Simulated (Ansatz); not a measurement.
The system is ZnS (Wurtzite-2H).

```xyz
4
Lattice="3.8110 0.0000 0.0000 -1.9055 3.3004 0.0000 0.0000 0.0000 6.2340" Properties=species:S:1:pos:R:3 pbc="T T T"
Zn    1.9055    1.1001    3.1170
Zn    0.0000    2.2003    0.0000
S     1.9055    1.1001    5.5171
S     0.0000    2.2003    2.4001
```

Program: Ansatz 0.2.0. Alike in all runs: potentials or basis Ansatz PAW; no spin polarisation; cell as given. Hardware: 2 threads of Intel(R) Xeon(R) Processor @ 2.50GHz (Skylake/Cascade Lake) (shared host).

**Question.** Order these runs on this cell by their wall time, lowest first.
A. task band structure; level r2SCAN0; k mesh 4 × 4 × 3; cutoff (eV) 500; smearing fermi-dirac 0.05 eV; points for each segment of the path 4; mesh quality coarse
B. task band structure; level PBEsol; k mesh 8 × 8 × 5; cutoff (eV) 420; smearing fermi-dirac 0.05 eV; points for each segment of the path 14; mesh quality not flagged
C. task single point; level PBE; k mesh 8 × 8 × 5; cutoff (eV) 420; smearing gaussian 0.013 eV; mesh quality not flagged

**Answer.** C (5 s), B (15 s), A (630 s).

Caveats: some runs use coarse meshes.
